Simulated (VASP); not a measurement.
Wanted: the native input for a VASP 6.6.1 run.

| Item | Value |
| --- | --- |
| Task | single point |
| Functional | PBEsol |
| Dispersion | D3(BJ) |
| Potentials or basis | VASP PAW PBE potentials, release 64 (P) |
| Cutoff | 520 eV |
| k mesh | 10 × 8 × 1 |
| Occupations | gaussian, width 0.03 eV |
| Spin | no spin polarisation |
| Dipole correction | yes |
| Further INCAR settings | ALGO = Fast; EDIFF = 1e-06; NBANDS = 18 |

The structure of P lies in POSCAR:

```
P
1.0
    3.2848939209      0.0000000000      0.0000000000
    0.0000000000      4.2930049195      0.0000000000
    0.0000000000      0.0000000000     27.9999999997
P
4
Direct
    0.0000000000      0.0774059038      0.2494718428
    0.5000000000      0.4225940962      0.2494718428
    0.5000000000      0.5774059038      0.3255281572
    0.0000000000      0.9225940962      0.3255281572
```

The cell was built by a generator and needn't be a form met in nature.

The input as run:

INCAR

```
SYSTEM = P
PREC = Accurate
ENCUT = 520
EDIFF = 1E-6
ISMEAR = 0
SIGMA = 0.03
LREAL = .False.
LASPH = .True.
NELM = 100
ALGO = Fast
ISIF = 2
LWAVE = .False.
LCHARG = .True.
LDIPOL = .True.
IDIPOL = 3
DIPOL = 0.5 0.5 0.287
GGA = PS
IVDW = 12
LELF = .True.
LVHAR = .True.
LVACPOTAV = .True.
NBANDS = 18
```

KPOINTS

```
regular mesh
0
Gamma
  10 8 1
  0 0 0
```

Potentials or basis: VASP PAW PBE potentials, release 64 (P).

Launch:

```console
$ cat potpaw_PBE.64/P/POTCAR > POTCAR
$ mpirun -np 1 vasp_std > vasp.out
```

Results of the run:

```json
{
 "Largest force": "0.027 eV/Å",
 "Band gap on the k mesh": "0.53 eV, direct",
 "Dispersion energy per atom": "-0.180 eV",
 "Ionisation potential of the upper face": "4.80 eV"
}
```

Caveat: the PAW data sets were made with another functional, which shifts forces and pressure a little.

Run time: 4.8 min on 1 thread of Intel(R) Xeon(R) Platinum 8488C (Sapphire Rapids), with other jobs on the host, peak memory 0.47 GiB.
